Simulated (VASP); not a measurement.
# Sr (P6_3/mmc) in VASP: further runs

Runs on Sr. Level: PBE. Tasks: single point.

All numbers are computed with VASP 6.6.1; they aren't measurements. Logs are shortened: lines on timing, memory, paths and dates and some standing lists are left out, and cuts for length are marked.

## Step 1: The structure

The structure is hexagonal, space group P6_3/mmc (No. 194). Conventional cell: a = 4.310 Å, b = 4.310 Å, c = 7.050 Å, α = 90.00°, β = 90.00°, γ = 120.00°. Sr (site symmetry -6m2) is surrounded by 12 Sr at 4.31 Å.

This isn't the form of Sr at room conditions, which is fcc.

## Step 2: Single point, PBE

File INCAR:

```
SYSTEM = Sr
  ADDGRID = .False.
  ALGO = Normal
  EDIFF = 1E-6
  ENCUT = 400
  GGA = PE
  ISIF = 2
  ISMEAR = 0
  LASPH = .True.
  LCHARG = .False.
  LREAL = .False.
  LWAVE = .False.
  NBANDS = 17
  NELM = 100
  PREC = Normal
  SIGMA = 0.15
```

File KPOINTS:

```
k-points
0
Gamma
  4 4 2
  0 0 0
```

File POSCAR:

```
Sr
1.0
    4.3100000000      0.0000000000      0.0000000000
   -2.1550000000      3.7325694903      0.0000000000
    0.0000000000      0.0000000000      7.0500000000
Sr
2
Direct
    0.6666666667      0.3333333333      0.7500000000
    0.3333333333      0.6666666667      0.2500000000
```

Potentials or basis: VASP PAW PBE potentials, release 64 (Sr_sv).

Run with:

```
cat potpaw_PBE.64/Sr_sv/POTCAR > POTCAR
mpirun -np 1 vasp_std > vasp.out
```

OUTCAR:

```text
SYSTEM = Sr
   EDIFF = 1E-6
   ENCUT = 400
   GGA = PE
   ISIF = 2
   ISMEAR = 0
   LASPH = .True.
   LREAL = .False.
   NELM = 100
   PREC = Normal

 Found      8 irreducible k-points:

 Following reciprocal coordinates:
            Coordinates               Weight
  0.000000  0.000000  0.000000      1.000000
  0.250000  0.000000  0.000000      6.000000
  0.500000  0.000000  0.000000      3.000000
  0.250000  0.250000  0.000000      6.000000
  0.000000  0.000000  0.500000      1.000000
  0.250000  0.000000  0.500000      6.000000
   k-points           NKPTS =      8   k-points in BZ     NKDIM =      8   number of bands    NBANDS=     17
   number of dos      NEDOS =    301   number of ions     NIONS =      2
   total plane-waves  NPLWV =  20736
   dimension x,y,z NGX =    24 NGY =   24 NGZ =   36
   dimension x,y,z NGXF=    48 NGYF=   48 NGZF=   72
   ions per type =               2
   NGX,Y,Z   is equivalent  to a cutoff of   9.26,  9.26,  8.49 a.u.
   NGXF,Y,Z  is equivalent  to a cutoff of  18.51, 18.51, 16.98 a.u.
 SYSTEM =  Sr
   PREC   = normal    normal or accurate (medium, high low for compatibility)
   ISTART =      0    job   : 0-new  1-cont  2-samecut
   ICHARG =      2    charge: 1-file 2-atom 10-const
   ISPIN  =      1    spin polarized calculation?
   LNONCOLLINEAR =      F non collinear calculations
   LSORBIT =      F    spin-orbit coupling
   LASPH  =      T    aspherical Exc in radial PAW
   ENCUT  =  400.0 eV  29.40 Ry    5.42 a.u.   7.03  7.03 11.50*2*pi/ulx,y,z
   NELM   =    100;   NELMIN=  2; NELMDL= -5     # of ELM steps
   EDIFF  = 0.1E-05   stopping-criterion for ELM
   LREAL  =      F    real-space projection
   EDIFFG = 0.1E-04   stopping-criterion for IOM
   NSW    =      0    number of steps for IOM
   IBRION =     -1    ionic relax: 0-MD 1-quasi-New 2-CG
   NFREE  =      0    steps in history (QN), initial steepest desc. (CG)
   ISIF   =      2    stress and relaxation
   ISYM   =      2    0-nonsym 1-usesym 2-fastsym
   POTIM  = 0.5000    time-step for ionic-motion
   TEBEG  =    0.0;   TEEND  =   0.0 temperature during run
   PSTRESS=    0.0 pullay stress
   NELECT =      20.0000    total number of electrons
   NUPDOWN=      -1.0000    fix difference up-down
   EMIN   =  10.00;   EMAX   =-10.00  energy-range for DOS
   EFERMI =   0.00;   METHOD = LEGACY
   ISMEAR =     0;   SIGMA  =   0.15  broadening in eV -4-tet -1-fermi 0-gaus
   EFERMI_NEDOS =   21; number of points for ismear=-14 and -15
   IALGO  =     38    algorithm
   IMIX   =      4    mixing-type and parameters
     AMIX     =   0.40;   BMIX     =  1.00
     AMIX_MAG =   1.60;   BMIX_MAG =  1.00
  volume/ion in A,a.u.               =      56.71       382.68
  Fermi-wavevector in a.u.,A,eV,Ry     =   0.918037  1.734838 11.466874  0.842791
  Thomas-Fermi vector in A             =   2.043073
   LORBIT       =      0    0 simple, 1 ext, 2 COOP (PROOUT), +10 PAW based schemes
   GGA     = PE    functional components
   LHFCALC =     F    Hartree Fock is set to
   AEXX    =    0.0000 exact exchange contribution
   IVDW    =     0    specifies the selected vdW correction
   LEPSILON=     F    determine dielectric tensor
   LRPA    =     F    only Hartree local field effects (RPA)
 non-spin polarized calculation
 Gauss-broadening in eV      SIGMA  =   0.15
  energy-cutoff  :      400.00
  volume of cell :      113.42
 maximum number of plane-waves:      2071
   NGX = 15   NGY = 15   NGZ = 23

 number of electron      20.0000003 magnetization

 Free energy of the ion-electron system (eV)
  ---------------------------------------------------
  ext. energy  EPLUGINS =         0.00000000
  ---------------------------------------------------
  free energy    TOTEN  =        -3.29180421 eV

  energy without entropy =       -3.25348014  energy(sigma->0) =       -3.27264217

 E-fermi :   1.5128     XC(G=0):  -7.2585

 val. band max:        1.5010523796   @ k =   0.0000   0.0000   0.0000
 cond. band min:       1.5784578967   @ k =   0.5000   0.0000   0.0000
 fundamental gap:      0.0774055170
 Fermi energy:         1.5128376813

 k-point     1 :       0.0000    0.0000    0.0000
  band No.  band energies     occupation
      1     -35.1900      2.00000
      2     -35.1781      2.00000
      3     -17.2479      2.00000
      4     -17.1087      2.00000
      5     -17.1087      2.00000
      6     -17.0847      2.00000
      7     -17.0847      2.00000
      8     -17.0735      2.00000
      9      -2.1227      2.00000
     10       0.3626      2.00000
     11       1.5011      1.08847
     12       3.7521      0.00000
     13       3.7530      0.00000
     14       3.7530      0.00000
     15       4.1467      0.00000
     16       4.1468      0.00000
     17       4.6558      0.00000

 k-point     2 :       0.2500    0.0000    0.0000
  band No.  band energies     occupation
      1     -35.1845      2.00000
      2     -35.1757      2.00000
      3     -17.2164      2.00000
      4     -17.1759      2.00000
      5     -17.1526      2.00000
      6     -17.1292      2.00000
      7     -17.0965      2.00000
      8     -17.0870      2.00000
      9      -1.2963      2.00000
     10       1.1636      1.99901
     11       1.4822      1.22700
     12       2.4757      0.00000
     13       3.2316      0.00000
     14       3.5978      0.00000
     15       4.0482      0.00000
     16       4.5197      0.00000
     17       4.5302      0.00000

 k-point     3 :       0.5000    0.0000    0.0000
  band No.  band energies     occupation
      1     -35.1780      2.00000
      2     -35.1741      2.00000
      3     -17.2438      2.00000
      4     -17.2170      2.00000
      5     -17.1709      2.00000
      6     -17.1486      2.00000
      7     -17.1145      2.00000
      8     -17.1092      2.00000
      9       0.3744      2.00000
     10       0.9305      2.00000
     11       1.5785      0.53613
     12       1.7419      0.03080
     13       2.7665      0.00000
     14       3.3195      0.00000
     15       3.6560      0.00000
     16       5.6859      0.00000
     17       6.2623      0.00000

 k-point     4 :       0.2500    0.2500    0.0000
  band No.  band energies     occupation
      1     -35.1780      2.00000
      2     -35.1741      2.00000
      3     -17.2146      2.00000
      4     -17.2035      2.00000
      5     -17.1714      2.00000
      6     -17.1629      2.00000
      7     -17.1387      2.00000
      8     -17.1140      2.00000
      9       0.1111      2.00000
     10       1.6744      0.12781
     11       1.7071      0.06699
     12       1.7333      0.03766
     13       3.0049      0.00000
     14       3.0898      0.00000
     15       3.1369      0.00000
     16       4.9521      0.00000
     17       5.1293      0.00000

 k-point     5 :       0.0000    0.0000    0.5000
  band No.  band energies     occupation
      1     -35.1841      2.00000
      2     -35.1841      2.00000
      3     -17.1619      2.00000
      4     -17.1619      2.00000
      5     -17.0967      2.00000
      6     -17.0967      2.00000
      7     -17.0967      2.00000
      8     -17.0967      2.00000
      9      -1.2074      2.00000
     10      -1.2074      2.00000
     11       2.7432      0.00000
     12       2.7432      0.00000
     13       3.7498      0.00000
     14       3.7498      0.00000
     15       3.7498      0.00000
     16       3.7498      0.00000
     17       5.5771      0.00000

 k-point     6 :       0.2500    0.0000    0.5000
  band No.  band energies     occupation
      1     -35.1801      2.00000
      2     -35.1801      2.00000
      3     -17.1929      2.00000
      4     -17.1929      2.00000
      5     -17.1234      2.00000
      6     -17.1234      2.00000
      7     -17.1129      2.00000
      8     -17.1129      2.00000
      9      -0.4683      2.00000
     10      -0.4683      2.00000
     11       2.5029      0.00000
     12       2.5029      0.00000
     13       3.0569      0.00000
     14       3.0569      0.00000
     15       4.2268      0.00000
     16       4.2268      0.00000
     17       5.4755      0.00000

 [... further k-points ...]

------------------------ aborting loop because EDIFF is reached ----------------------------------------

  FORCE on cell =-STRESS in cart. coord.  units (eV):
  Direction    XX          YY          ZZ          XY          YZ          ZX
  --------------------------------------------------------------------------------------
  -------------------------------------------------------------------------------------
  Total       -0.4296216     -0.4296216      0.3191642      0.0000000     -0.0000000      0.0000000
  in kB       -6.0690735     -6.0690735      4.5086907      0.0000000     -0.0000000      0.0000000
  external PRESSURE =      -2.5431521 kB  Pullay stress =       0.0000000 kB

 VOLUME and BASIS-vectors are now :
 -----------------------------------------------------------------------------
  energy-cutoff  :      400.00
  volume of cell :      113.42
      direct lattice vectors                 reciprocal lattice vectors
     4.310000000  0.000000000  0.000000000     0.232018561  0.133955979  0.000000000
    -2.155000000  3.732569490  0.000000000     0.000000000  0.267911958  0.000000000
     0.000000000  0.000000000  7.050000000     0.000000000  0.000000000  0.141843972

 POSITION                                       TOTAL-FORCE (eV/Angst)
 -----------------------------------------------------------------------------------
      2.15500      1.24419      5.28750        -0.000000     -0.000000      0.000000
     -0.00000      2.48838      1.76250         0.000000      0.000000      0.000000
 -----------------------------------------------------------------------------------
    total drift:                                0.000000     -0.000000      0.000000

  FREE ENERGIE OF THE ION-ELECTRON SYSTEM (eV)
  ---------------------------------------------------
  free  energy   TOTEN  =        -3.2918042122 eV

  energy  without entropy=       -3.2534801375  energy(sigma->0) =       -3.27264217
```

Run time: 3.3 s. Hardware: 1 thread of Intel Xeon 6975P-C (Granite Rapids), shared host; peak memory 0.15 GiB.

These settings aren't checked as converged: the numbers below hold their error.

Results:

```yaml
Free_energy: -3.2918 eV
Pressure: -0.3 GPa
Band_gap_on_the_k_mesh: none (metal or under the smearing width)
```

Caveat: the k mesh is coarse (spacing up to 0.45 Å⁻¹), so the values aren't converged.

## Step 3: Single point, PBE

INCAR is that of step 2.

KPOINTS is that of step 2.

File POSCAR:

```
Sr
1.0
    4.3100000000      0.0000000000      0.0000000000
   -2.1550000000      3.7325694903      0.0000000000
    0.0000000000      0.0000000000      7.0500000000
Sr
2
Direct
    0.6432960000      0.3178180000      0.7464440000
    0.3199860000      0.6535770000      0.2508690000
```

Potentials or basis: VASP PAW PBE potentials, release 64 (Sr_sv).

Run with:

```
cat potpaw_PBE.64/Sr_sv/POTCAR > POTCAR
mpirun -np 1 vasp_std > vasp.out
```

Run time: 5.7 s. Hardware: 1 thread of Intel Xeon 6975P-C (Granite Rapids), shared host; peak memory 0.16 GiB.

These settings aren't checked as converged: the numbers below hold their error.

What came out:

```
Free energy            : -3.2909 eV
Pressure               : -0.3 GPa
Largest force          : 0.045 eV/Å
Band gap on the k mesh : none (metal or under the smearing width)
```

Caveat: the k mesh is coarse (spacing up to 0.45 Å⁻¹), so the values aren't converged.

## Step 4: For comparison

An earlier run on the cell as given: functional PBE; potentials or basis VASP PAW PBE potentials, release 64 (Sr_sv); cutoff 520 eV; k mesh 7 × 7 × 4; occupations fermi-dirac, width 0.05 eV; no spin polarisation.

- Pressure: -0.3 GPa
- Band gap on the k mesh: none (metal or under the smearing width)
